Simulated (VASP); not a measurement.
MoS2, 6 atoms in the cell. The structure is hexagonal, space group P6_3/mmc (No. 194). The conventional cell has a = 3.169 Å, b = 3.169 Å, c = 12.324 Å, α = 90.00°, β = 90.00°, γ = 120.00°. Around Mo (site symmetry -6m2) lie 6 S at 2.41 Å. S (site symmetry 3m) is surrounded by 3 Mo at 2.41 Å. 

```yaml
Program: VASP 6.6.1
Task: relaxation of cell and atoms
Functional: PBE
Dispersion: D3(BJ)
Potentials_or_basis: VASP PAW PBE potentials, release 64 (Mo_sv, S)
Cutoff: 600 eV
k_mesh: 12 × 12 × 3
Occupations: gaussian, width 0.03 eV
Spin: no spin polarisation
Further_INCAR_settings: ALGO = Normal; EDIFF = 1e-06; IBRION = 2; EDIFFG = -0.01; NSW = 90; ISIF = 3
```

Potentials or basis: VASP PAW PBE potentials, release 64 (Mo_sv, S).

Command:

```console
$ cat potpaw_PBE.64/Mo_sv/POTCAR potpaw_PBE.64/S/POTCAR > POTCAR
$ mpirun -np 4 vasp_std > vasp.out
```

Hardware: 4 MPI ranks on Intel(R) Xeon(R) Platinum 8259CL CPU @ 2.50GHz (Skylake/Cascade Lake) (shared host).

**Question.** Estimate the wall time of this run.

**Answer.** It took 8.6 min on 4 MPI ranks on Intel(R) Xeon(R) Platinum 8259CL CPU @ 2.50GHz (Skylake/Cascade Lake) (shared host), peak memory 0.35 GiB a rank. Counts: scf iterations 99, k points 38, ion steps 11.
